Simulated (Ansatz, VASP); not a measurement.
# Cross-check of Si2HC2 (armchair SiC ribbon N=8 H edges) between VASP and Ansatz

Aim: how closely do two programs agree when they are given the same cell, functional and k mesh? The structure shown is the start of the Ansatz relaxation below; VASP solves that cell, so the two are compared at the walk's first step.

Program: Ansatz 0.2.0. Level of theory: plane waves, with VASP 6.6.1 beside it; single point at PBE. Results are calculated unless marked as measured.

### Step 1. Set-up

The cell holds 20 atoms: 8 Si, 8 C and 4 H. Its edges and angles: a = 20.311 Å, b = 7.000 Å, c = 5.370 Å, α = 90.0°, β = 90.0°, γ = 90.0°. Vacuum lies along a and b. The structure's axis is c.

### Step 2. Ansatz: relaxation, PBE

Ansatz runs on its default PAW (the set named soft_2) files.

The two programs are compared at the cell with which this relaxation starts, whose forces are those of its first step.

File input.yaml:

```yaml
crystal:
  lattice:
    - [20.311, 0.0, 0.0]
    - [0.0, 7.0, 0.0]
    - [0.0, 0.0, 5.37]
  atoms:
    - { symbol: Si, position: [0.232866726, 0.5, 0.0] }
    - { symbol: Si, position: [0.385511645, 0.5, 0.0] }
    - { symbol: Si, position: [0.538156564, 0.5, 0.0] }
    - { symbol: Si, position: [0.690801482, 0.5, 0.0] }
    - { symbol: C, position: [0.232866726, 0.5, 0.333333333] }
    - { symbol: C, position: [0.385511645, 0.5, 0.333333333] }
    - { symbol: C, position: [0.538156564, 0.5, 0.333333333] }
    - { symbol: C, position: [0.690801482, 0.5, 0.333333333] }
    - { symbol: H, position: [0.82767025, 0.5, 0.367783985] }
    - { symbol: H, position: [0.187243803, 0.5, 0.432960894] }
    - { symbol: Si, position: [0.309189185, 0.5, 0.5] }
    - { symbol: Si, position: [0.461834104, 0.5, 0.5] }
    - { symbol: Si, position: [0.614479023, 0.5, 0.5] }
    - { symbol: Si, position: [0.767123942, 0.5, 0.5] }
    - { symbol: C, position: [0.309189185, 0.5, 0.833333333] }
    - { symbol: C, position: [0.461834104, 0.5, 0.833333333] }
    - { symbol: C, position: [0.614479023, 0.5, 0.833333333] }
    - { symbol: C, position: [0.767123942, 0.5, 0.833333333] }
    - { symbol: H, position: [0.172320418, 0.5, 0.867783985] }
    - { symbol: H, position: [0.812746864, 0.5, 0.932960894] }
kpoints:
  mp_grid: { grid: [1, 1, 15] }
scf:
  occupations: { method: fermi_dirac, width: 0.05 }
hamiltonian:
  xc: pbe
relax:
  cell: { fix: [a, b, alpha, beta, gamma] }
  max_steps: 45
  f_tol: 0.03
```

Launch:

```
ansatz run input.yaml --threads 4 --pin off --max-ram 16384MiB --backend cpu --events-out ev --progress --plain --runs-dir out
```

Numbers of over 12 decimals in the logs are rounded to 6 here.

What it wrote:

```text
Engine: ansatz 0.2.0, aarch64-unknown-linux-gnu
Pseudopotentials: kind: paw
Pseudopotential: Si, paw, valence charge 4, recommended cutoff 420 eV (normal), Si.paw.azcp
Pseudopotential: C, paw, valence charge 4, recommended cutoff 420 eV (normal), C.paw.azcp
Pseudopotential: H, paw, valence charge 1, recommended cutoff 420 eV (normal), H.paw.azcp
Functional definition: PBE
  parameter kappa = 0.804
  parameter beta = 0.066725
  exchange = pbe_x(kappa = kappa, mu = beta*pi^2/3)
  correlation = pbe_c(beta = beta)
Crystal: 20 atoms, lattice volume = 763.490 Å³
Basis set: ecut = 420 eV, 14897 PW (Γ), exchange–correlation on 288×96×72 points (8 copies of the dense FFT grid, shifted against one another)
Bands: 54, of which v1, the nominal top of the filled ones, is band 34 counted from 1 (33 counted from 0)
Symmetry: 4 space group operations
Space group: Pmc21 (ITA 26), of the structure as read, at distance tolerance 9.1e-5 Å
k-points: 8 of 15 (time reversal used)
Non-local potential: Si, projectors of the file, l = 0: 2, l = 1: 2, l = 2: 2
Non-local potential: C, projectors of the file, l = 0: 2, l = 1: 2, l = 2: 1
Non-local potential: H, projectors of the file, l = 0: 2, l = 1: 1
PAW form: soft (Blöchl's): semilocal exchange-correlation on the pseudo side does not see the compensation charge
PAW one-centre angular grid: Si, 110 points (default); XC on 64 Gauss nodes
PAW one-centre angular grid: C, 110 points (default); XC on 64 Gauss nodes
PAW one-centre angular grid: H, 110 points (default); XC on 64 Gauss nodes
Initial density: superposition of atomic densities (neutral atoms: chi_scale 0, normalization atom), corrected by the library's trained network
Initial wavefunctions: pseudopotential atomic-orbital guess
Functional: x = pbe(κ = 0.804, μ = 0.219515), c = pbe(β = 0.066725)
SCF iter   1: F=—  HF=-7151.393887 eV  |F-HF|=—  |Δ(HF+E_count)|=         —  Δρ=1.87e-3  dr2=4.58e-2  ethr=1.77e-3  ⟨swp⟩=9.5  Hψ=2645  notcnv=0  defer=35
preconditioner: auto → Resta (q_TF=auto, 1.823 Å⁻¹)  ε∞=2.2  [insulator: Δε(μ)=2.212 eV  Ē_g=10.082 eV  σ=0.050 eV  W_gap=1.00  n_scr=84 (ndim 8)  ℏωp=11.1 eV  f_vac=0.544  D(μ)=0.00/eV (n_scr^D=0)  ε∞_Penn≈2.2  vacuum switching on, ρ_ref=7.4e-3 e/Å³]
SCF iter   2: F=—  HF=-7151.403811 eV  |F-HF|=—  |Δ(HF+E_count)|=   9.92e-3  Δρ=1.03e-3  dr2=1.07e-2  ethr=6.73e-5  ⟨swp⟩=2.5  Hψ=777  notcnv=0  defer=85
SCF iter   3: F=—  HF=-7151.409855 eV  |F-HF|=—  |Δ(HF+E_count)|=   6.04e-3  Δρ=4.33e-4  dr2=3.34e-3  ethr=1.58e-5  ⟨swp⟩=2.2  Hψ=664  notcnv=0  defer=85
SCF iter   4: F=—  HF=-7151.410104 eV  |F-HF|=—  |Δ(HF+E_count)|=   2.48e-4  Δρ=1.24e-4  dr2=1.62e-4  ethr=4.91e-6  ⟨swp⟩=2.1  Hψ=596  notcnv=0  defer=85
SCF iter   5: F=—  HF=-7151.410125 eV  |F-HF|=—  |Δ(HF+E_count)|=   2.10e-5  Δρ=5.27e-5  dr2=2.54e-5  ethr=2.38e-7  ⟨swp⟩=2.0  Hψ=605  notcnv=0  defer=85
SCF iter   6: F=—  HF=-7151.410983 eV  |F-HF|=—  |Δ(HF+E_count)|=   8.58e-4  Δρ=1.77e-5  dr2=3.88e-6  ethr=3.74e-8  ⟨swp⟩=2.4  Hψ=667  notcnv=0  defer=87
SCF iter   7: F=—  HF=-7151.410984 eV  |F-HF|=—  |Δ(HF+E_count)|=   1.32e-6  Δρ=5.57e-6  dr2=3.79e-7  ethr=5.70e-9  ⟨swp⟩=2.0  Hψ=573  notcnv=0  defer=87
SCF iter   8: F=-7151.410984 eV  HF=-7151.410984 eV  |F-HF|=1.06e-9  |Δ(HF+E_count)|=   1.01e-7  Δρ=2.31e-6  dr2=5.03e-8  ethr=1.47e-10  ⟨swp⟩=5.0  Hψ=1451  notcnv=0
SCF 1 converged in 8 iterations: F = -7151.410984 eV  dr2 = 5.03e-8
  greatest PAW one-centre occupation: 0.652 electrons in one spin orbital (limit 2), on the C atom at site 17 (counted from 0), in its partial waves of l = 0
relax step   1: F+E_penalty+E_count = -7151.41098431 eV  Δ(F+E_penalty+E_count) = +0.000e0 eV  max|allowed force component| = 1.889e0 eV/Å  Δτ_max = 0.0000 Å  P = +0.066 GPa  Ω = 763.490 Å³  fix = [a, b, alpha, beta, gamma]  reactions: a +0.214, b +0.340 GPa  (8 SCF iters, dr2 threshold 1.00e-7 eV, accepted)
[...]
relax step   3: F+E_penalty+E_count = -7151.61526951 eV  Δ(F+E_penalty+E_count) = -3.239e-2 eV  max|allowed force component| = 6.116e-2 eV/Å  Δτ_max = 0.0263 Å  P = +0.138 GPa  Ω = 765.422 Å³  energy of the carried Pulay correction = -8.421e-4 eV  fix = [a, b, alpha, beta, gamma]  reactions: a +0.030, b +0.330 GPa  (6 SCF iters, dr2 threshold 2.00e-6 eV, accepted)
[...]
relax step   4: F+E_penalty+E_count = -7151.61558800 eV  Δ(F+E_penalty+E_count) = -3.185e-4 eV  max|allowed force component| = 2.577e-2 eV/Å  Δτ_max = 0.0070 Å  P = +0.100 GPa  Ω = 765.548 Å³  energy of the carried Pulay correction = -8.971e-4 eV  fix = [a, b, alpha, beta, gamma]  reactions: a -0.021, b +0.330 GPa  (5 SCF iters, dr2 threshold 2.34e-7 eV, accepted)
[...]
relax step   5: F+E_penalty+E_count = -7151.61642360 eV  Δ(F+E_penalty+E_count) = -8.356e-4 eV  max|allowed force component| = 2.570e-2 eV/Å  Δτ_max = 0.0000 Å  P = +0.100 GPa  Ω = 765.548 Å³  fix = [a, b, alpha, beta, gamma]  reactions: a -0.022, b +0.331 GPa  stress off target by 7.56e-3 GPa on what of the cell is left free  SCF on the basis re-selected at this cell (its energy is not comparable with the rows above)  (6 SCF iters)
basis re-selected at this cell: Δ(F+E_penalty+E_count) = -8.356e-4 eV, ΔP = +0.001 GPa vs the last step (what re-selecting the basis moved, of the pressure what is left beyond the Pulay correction that the steps carried, after the strain that the cell walked since its last selection, with what the two solves' SCF thresholds leave and, on support functions, any second-order correction that the steps lacked; it is no m [...]
SCF converged after 6 iterations
Free energy (F): -7151.616424 eV
Harris-Foulkes:  -7151.616424 eV  (|F-HF|=3.39e-8)
Internal energy: -7151.616424 eV  (E = F + TS)
E sigma→0 (E₀):  -7151.616424 eV
Fermi energy:    -0.464488 eV
--- Per-component energies (eV) ---
  E_band       = -493.130042
  E_kinetic    = 1103.197615
  E_local      = -9104.021852  (includes V_loc(G=0)·N_el)
  E_nonlocal   = 428.946658
  E_hartree    = 4024.609723
  E_xc         = -861.178658
  E_vxc        = -894.603815  (∫ρ·V_xc dr)
  E_paw        = -4898.623786  (= ΣΔE_a)
  E_vpaw       = -75.863358  (= ΣTr[D̂ρ^β])
  E_aug_tail   = -0.005051  (compensation charges beyond the density's cutoff)
  E_ewald      = 2155.458927
  E_smearing   = -0.000000  (= −TS)
  E_closure    = 0.000000  (closes the sum)
  Σ components = -7151.616424   (vs F -7151.616424, Δ=0.00e0)
--- Forces (eV/Å), atoms counted from 1 ---
  atom   1  Si     0.00128564    -0.00000000    -0.00132522
  atom   2  Si     0.00247740    -0.00000000     0.00159630
  atom   3  Si     0.00186800    -0.00000000    -0.00112961
  atom   4  Si     0.00089880    -0.00000000    -0.00043686
  atom   5  C     -0.01357768     0.00000000    -0.01290135
  atom   6  C      0.00153939    -0.00000000    -0.00080062
  atom   7  C      0.00145351    -0.00000000     0.00085831
  atom   8  C      0.01532536    -0.00000000    -0.00159090
  atom   9  H     -0.02570003     0.00000000     0.01168352
  atom  10  H      0.00078545    -0.00000000     0.00405179
  atom  11  Si    -0.00089880     0.00000000    -0.00043686
  atom  12  Si    -0.00186800     0.00000000    -0.00112961
  atom  13  Si    -0.00247740     0.00000000     0.00159630
  atom  14  Si    -0.00128564     0.00000000    -0.00132522
  atom  15  C     -0.01532536     0.00000000    -0.00159090
  atom  16  C     -0.00145351     0.00000000     0.00085831
  atom  17  C     -0.00153939     0.00000000    -0.00080062
  atom  18  C      0.01357768    -0.00000000    -0.01290135
  atom  19  H      0.02570003    -0.00000000     0.01168352
  atom  20  H     -0.00078545     0.00000000     0.00405179
  max |Σ_I F_I| component: 1.07e-5 eV/Å
--- Stress (GPa, compression-positive) ---
       -0.022366      -0.000000      -0.000000
       -0.000000       0.330979      -0.000000
       -0.000000      -0.000000      -0.007563
  P = ⅓ Tr σ = 0.1004 GPa (1.004 kbar)
--- Relaxed structure (4 steps of the walk, 4 accepted, 1 SCFs on fresh bases) ---
  F+E_penalty+E_count = -7151.61642360 eV   max|allowed force component| = 2.570e-2 eV/Å   (the final SCF, on the basis selected at the relaxed cell)
  cell:  # Å, volume = 765.5479 Å³
    - [20.311, 0.0, 0.0]
    - [0.0, 7.0, 0.0]
    - [0.0, 0.0, 5.384471]
  atoms:
    - { symbol: Si, position: [0.236010, 0.500000, 0.00763467] }
    - { symbol: Si, position: [0.386247, 0.500000, 0.000523655] }
    - { symbol: Si, position: [0.538294, 0.500000, -0.000213102] }
    - { symbol: Si, position: [0.690913, 0.500000, -5.418682386669656e-5] }
    - { symbol: C, position: [0.233980, 0.500000, 0.331495] }
    - { symbol: C, position: [0.385438, 0.500000, 0.332981] }
    - { symbol: C, position: [0.537771, 0.500000, 0.332497] }
    - { symbol: C, position: [0.689877, 0.500000, 0.332805] }
    - { symbol: H, position: [0.827725, 0.500000, 0.369357] }
    - { symbol: H, position: [0.186634, 0.500000, 0.427052] }
    - { symbol: Si, position: [0.309087, 0.500000, 0.499946] }
    - { symbol: Si, position: [0.461706, 0.500000, 0.499787] }
    - { symbol: Si, position: [0.613753, 0.500000, 0.500524] }
    - { symbol: Si, position: [0.763990, 0.500000, 0.507635] }
    - { symbol: C, position: [0.310123, 0.500000, 0.832805] }
    - { symbol: C, position: [0.462229, 0.500000, 0.832497] }
    - { symbol: C, position: [0.614562, 0.500000, 0.832981] }
    - { symbol: C, position: [0.766020, 0.500000, 0.831495] }
    - { symbol: H, position: [0.172275, 0.500000, 0.869357] }
    - { symbol: H, position: [0.813366, 0.500000, 0.927052] }
```

(Part 1 of 2 ends here.)

[Lines on the potential files, build, host, timing and source positions are cut from VASP's logs without a mark.]

[Logs are printed without paths, hosts, clocks, repeated set-up lines and the standing remarks that a program may print on its own settings, such as how far it seeks lower states.]

[Hosts, paths, dates, database ids (printed as entryN), source tags and the programs' standing remarks are cut or masked in the printed files.]
